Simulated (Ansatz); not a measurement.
## Moment against volume in Gd (Im-3m)

```xyz
1
Lattice="-2.0250 2.0250 2.0250 2.0250 -2.0250 2.0250 2.0250 2.0250 -2.0250" Properties=species:S:1:pos:R:3 pbc="T T T"
Gd    0.0000    0.0000    0.0000
```

The reference geometry is a structure as deposited in COD; nothing is relaxed.

Common settings: PBE, 11×11×11 k mesh, Fermi–Dirac smearing of 0.03 eV. PAW means Ansatz 0.2.0 on its default frozen-core files; LAPW is all-electron LAPW in Ansatz 0.2.0. Site moments are integrated in spheres about the atoms, whose radii differ between the methods. Start moments of the first PAW run (μB): Gd 7.

The cell shown is scaled evenly to other volumes, and every spin-polarised run starts from the same moments.

The search for lower states is left at its default.

| V/V₀ | Å³/atom | M PAW (μB/cell) | M LAPW (μB/cell) | largest site moment, PAW (μB) | P PAW (GPa) | P LAPW (GPa) | F − F(unpolarised), PAW (meV/atom) |
| --- | --- | --- | --- | --- | --- | --- | --- |
| 0.66 | 21.92 | 7.59 | 7.59 | 7.28 | 27.0 | 27.0 | -6629 |
| 0.74 | 24.58 | 7.61 | – | 7.31 | 16.1 | – | -6927 |
| 0.8 | 26.57 | 7.62 | 7.62 | 7.33 | 10.3 | 10.3 | ? |
| 0.86 | 28.56 | 7.62 | – | 7.33 | ? | – | ? |
| 0.92 | 30.56 | 7.62 | – | 7.34 | 3.0 | – | -7253 |
| 0.96 | 31.89 | 7.64 | 7.64 | 7.35 | 1.4 | 1.4 | -7291 |
| 1 | 33.22 | 7.66 | 7.65 | 7.35 | 0.1 | 0.1 | -7320 |
| 1.04 | 34.54 | 7.66 | 7.66 | 7.35 | -1.2 | -1.2 | -7341 |
| 1.1 | 36.54 | 7.66 | – | 7.35 | -2.7 | – | -7350 |
| 1.25 | 41.52 | 7.68 | 7.68 | 7.35 | -4.9 | -4.9 | -7324 |

Question: Fill in "F − F(unpolarised), PAW (meV/atom)" for the row "0.86".

Answer: -7180.

Question: Give the missing entry: row "0.86", column "P PAW (GPa)".

Answer: 6.1.

Question: What belongs in the row "0.8", column "F − F(unpolarised), PAW (meV/atom)"?

Answer: -7075.

The moments survive down to the smallest volume, V/V₀ = 0.66 at 27 GPa, where the largest is 7.28 μB.

Question: Fit a third-order Birch–Murnaghan equation to the PAW pressures of the magnetic runs between 0.85 and 1.11 V₀. What are the zero-pressure volume and bulk modulus?

Answer: V = 33.23 Å³/atom (1.000 V₀), B = 32 GPa, B′ = 2.8, with a worst miss of 0.08 GPa. Cell shape and inner coordinates are held, so these aren't the relaxed crystal's values unless symmetry fixes them.

Without U a semilocal functional puts the f levels too near the Fermi level, which can change moments and the order of magnetic states; site and cell moments are spin moments.  Spin–orbit coupling is left out although heavy atoms are present. With open f shells a run can end in a state that isn't the lowest. These are results for the start and cell typed. The real compound can order otherwise, in a larger cell, or not at all, since semilocal functionals at zero temperature often overstate magnetism.
